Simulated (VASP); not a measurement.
## NaH: relaxation of cell and atoms with PBE

NaH:

```xyz
2
Lattice="0.0000 2.4160 2.4160 2.4160 0.0000 2.4160 2.4160 2.4160 0.0000" Properties=species:S:1:pos:R:3 pbc="T T T"
Na    0.0000    0.0000    0.0000
H     2.4160    2.4160    2.4160
```

```json
{
  "Program": "VASP 6.6.1",
  "Task": "relaxation of cell and atoms",
  "Functional": "PBE",
  "Potentials or basis": "VASP PAW PBE potentials, release 64 (Na_pv, H)",
  "Cutoff": "600 eV",
  "k mesh": "8 × 8 × 8",
  "Occupations": "gaussian, width 0.01 eV",
  "Spin": "no spin polarisation",
  "Target pressure": "6 GPa",
  "Dipole correction": "no",
  "Further INCAR settings": "ALGO = Normal; EDIFF = 1e-06; IBRION = 2; EDIFFG = -0.001; NSW = 80; ISIF = 3"
}
```

```json
{
  "Relaxed volume": "11.75 Å³/atom",
  "Relaxed cell": "a = 3.215 Å, b = 3.215 Å, c = 3.215 Å, α = 60.00°, β = 60.00°, γ = 60.00°",
  "Space group after relaxing (to 0.05 Å)": "Fm-3m (No. 225)",
  "Energy change on relaxing (the enthalpy is what falls)": "+38.1 meV/atom",
  "Ionic steps": "22",
  "Pressure after relaxing": "6.0 GPa",
  "Band gap on the k mesh": "4.08 eV, indirect (least direct gap 5.01 eV)"
}
```

Step by step:
```csv
step,energy change (eV),largest force (eV/Å),pressure (GPa),volume (Å³)
1,0.0000,0.0000,0.01,28.21
2,0.0129,0.0000,2.11,26.11
3,0.0561,0.0000,4.98,24.09
4,0.0774,0.0000,6.06,23.47
5,0.0741,0.0000,5.84,23.56
6,0.0741,0.0000,5.88,23.56
7,0.0742,0.0000,5.86,23.56
8,0.0742,0.0000,5.91,23.56
9,0.0742,0.0000,5.89,23.56
10,0.0742,0.0000,5.90,23.56
11,0.0743,0.0000,5.90,23.56
12,0.0743,0.0000,5.89,23.55
13,0.0743,0.0000,5.89,23.55
14,0.0745,0.0000,5.88,23.55
15,0.0747,0.0000,5.98,23.54
16,0.0747,0.0000,5.91,23.54
17,0.0749,0.0000,5.90,23.54
18,0.0751,0.0000,5.95,23.53
19,0.0756,0.0000,5.98,23.52
20,0.0765,0.0000,6.04,23.49
21,0.0759,0.0000,5.96,23.51
22,0.0762,0.0000,6.00,23.50
```

Final structure:
```yaml
crystal:
  lattice:
    - [0.00000, 2.27352, 2.27352]
    - [2.27352, 0.00000, 2.27352]
    - [2.27352, 2.27352, 0.00000]
  atoms:
    - { symbol: Na, position: [0.00000, 0.00000, 0.00000] }
    - { symbol: H, position: [0.50000, 0.50000, 0.50000] }
```

Levels at points of the mesh, in eV from the valence-band top:
| k point | band 1 | band 2 | band 3 | band 4 | band 5 | band 6 | band 7 | band 8 |
| --- | --- | --- | --- | --- | --- | --- | --- | --- |
| (0.00, 0.00, 0.00) | -21.81 | -21.81 | -21.81 | -4.15 | 12.14 | 17.02 | 17.02 | 17.02 |
| (0.50, 0.00, 0.00) | -21.98 | -21.83 | -21.83 | -0.94 | 4.08 | 12.11 | 14.56 | 14.56 |
| (0.50, 0.50, 0.00) | -21.96 | -21.87 | -21.87 | -0.23 | 5.03 | 10.72 | 11.88 | 11.88 |

It took 34 s on 1 thread of Intel(R) Xeon(R) Platinum 8488C (Sapphire Rapids) (shared host), peak memory 0.15 GiB.

Caveat: the cell is relaxed towards a set pressure, so the enthalpy falls and the energy may rise; the volume moved by over 15 % at a fixed basis, so the end points are rough. A k mesh can miss the band edges.
